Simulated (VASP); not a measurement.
# BN: relaxed cell and band gap, by functional

BN, R3m (no. 160), 2 atoms in the cell.

| Functional | Volume (Å³/atom) | Change from the starting volume (fraction) | Gap, path and mesh (eV) | Time (s) |
|---|---|---|---|---|
| RPBE | 12.50 | 0.367 | 4.44 | 779 |
| revPBE | 12.58 | 0.376 | 4.52 | 762 |
| PW91 | 11.02 | 0.205 | 4.51 | 496 |
| BLYP | 12.49 | 0.366 | 4.15 | 974 |
| optPBE exchange with PBE correlation | 12.11 | 0.325 | 4.52 | 592 |
| optB88 exchange with PBE correlation | 11.85 | 0.296 | 4.57 | 1125 |
| optB86b exchange with PBE correlation | 11.97 | 0.309 | 4.61 | 751 |
| PW86R exchange with PBE correlation | 10.49 | 0.147 | 4.41 | 249 |
| CX exchange with PBE correlation | 12.42 | 0.358 | 4.64 | 769 |

## Input of the first row

INCAR.step1:
```
ALGO = Normal ; EDIFF = 1E-7
EDIFFG = -0.005 ; ENCUT = 600
GGA = RP ; GGA_COMPAT = False
IBRION = 2 ; ISIF = 3
ISMEAR = 0 ; LASPH = True
LCHARG = False ; LREAL = False
LWAVE = False ; NELM = 150
NSW = 60 ; PREC = Accurate
SIGMA = 0.02
```

INCAR.step2, as INCAR.step1 but for:
```
- NSW = 60
+ NSW = 40
```

INCAR.step3, as INCAR.step2 but for:
```
- EDIFFG = -0.005
- IBRION = 2
- ISIF = 3
- NSW = 40
+ ISIF = 2
+ NBANDS = 11
```

KPOINTS:
```
k-points
0
Gamma
  9 9 9
```

KPOINTS_OPT:
```
path GLB1,BZGX,QFP1Z,LP
8
line-mode
reciprocal
 0.0000000000  0.0000000000  0.0000000000  G
 0.5000000000  0.0000000000  0.0000000000  L

 0.5000000000  0.0000000000  0.0000000000  L
 0.5000000000  0.1972419765 -0.1972419765  B1

 0.8027580235  0.5000000000  0.1972419765  B
 0.5000000000  0.5000000000  0.5000000000  Z

 0.5000000000  0.5000000000  0.5000000000  Z
 0.0000000000  0.0000000000  0.0000000000  G

 0.0000000000  0.0000000000  0.0000000000  G
 0.3486209883  0.0000000000 -0.3486209883  X

 0.6513790117  0.3486209883  0.0000000000  Q
 0.5000000000  0.5000000000  0.0000000000  F

 0.5000000000  0.5000000000  0.0000000000  F
 0.6513790117  0.6513790117  0.1972419765  P1

 0.6513790117  0.6513790117  0.1972419765  P1
 0.5000000000  0.5000000000  0.5000000000  Z

 0.5000000000  0.0000000000  0.0000000000  L
 0.8027580235  0.3486209883  0.3486209883  P
```

POSCAR.step1:
```
BN
1.0
    1.2511217832      0.7223354983      3.3729344033
   -1.2511217832      0.7223354983      3.3729344033
    0.0000000000     -1.4446709966      3.3729344033
N B
1 1
Direct
    0.6672382000      0.6672382000      0.6672382000
    0.0003288000      0.0003288000      0.0003288000
```

Commands (each step's output is kept before the next begins):
```
cat potpaw_PBE.64/N/POTCAR potpaw_PBE.64/B/POTCAR > POTCAR
cp INCAR.step1 INCAR
cp POSCAR.step1 POSCAR
mpirun -np 1 vasp_std > vasp.out
cp CONTCAR POSCAR
rm WAVECAR CHG
cp INCAR.step2 INCAR
mpirun -np 1 vasp_std > vasp.out
cp CONTCAR POSCAR
rm WAVECAR CHG
cp INCAR.step3 INCAR
mpirun -np 1 vasp_std > vasp.out
```

Changes of the last row against the first:
```
(all steps)
- GGA = RP
+ GGA = CX
```

VASP 6.6.1 took 779 s on 1 core (Intel Xeon Platinum 8259CL @ 2.50GHz (Skylake/Cascade Lake)), a shared host.
